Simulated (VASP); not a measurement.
CdTe: single point with PBE+D3(BJ)

**What was measured.**

A printed reference work, data compilation reports, for a bulk crystal of CdTe at 0 K: band gap 1.607 eV.

Crystal: CdTe.

```
Te Cd
1.0
     0.00000    3.25839    3.25839
     3.25839    0.00000    3.25839
     3.25839    3.25839    0.00000
Te Cd
1 1
Direct
  0.75000 0.75000 0.75000
  0.00000 0.00000 0.00000
```

```yaml
Program: VASP 6.6.1
Task: single point
Functional: PBE
Dispersion: D3(BJ)
Potentials_or_basis: VASP PAW PBE potentials, release 64 (Te, Cd)
Cutoff: 520 eV
k_mesh: 7 × 7 × 7
Occupations: fermi-dirac, width 0.05 eV
Spin: no spin polarisation
Dipole_correction: no
Further_INCAR_settings: ALGO = Normal; EDIFF = 1e-06; NBANDS = 16
```

The pressure is 0.1 GPa and the band gap on the k mesh is 0.72 eV, direct. The dispersion energy per atom is -0.335 eV.

Levels at points of the mesh, in eV from the valence-band top:
| k point | band 6 | band 7 | band 8 | band 9 | band 10 | band 11 | band 12 | band 13 |
| --- | --- | --- | --- | --- | --- | --- | --- | --- |
| (0.00, 0.00, 0.00) | -7.98 | 0.00 | 0.00 | 0.00 | 0.72 | 4.61 | 4.61 | 4.61 |

Run time: 13 s on 1 thread of Intel(R) Xeon(R) Platinum 8488C (Sapphire Rapids) (shared host), peak memory 0.22 GiB.

Against the measured gap of CdTe, 1.607 eV (0 K; a printed reference work, data compilation), the calculated 0.72 eV is off by -0.89 eV. Spin-orbit coupling on Cd, Te is left out. The value is that of PBE+D3(BJ), without temperature or zero-point motion. Semilocal functionals fall short of measured gaps as a rule.

Caveat: spin-orbit coupling is left out, which moves the levels of the heavy elements.
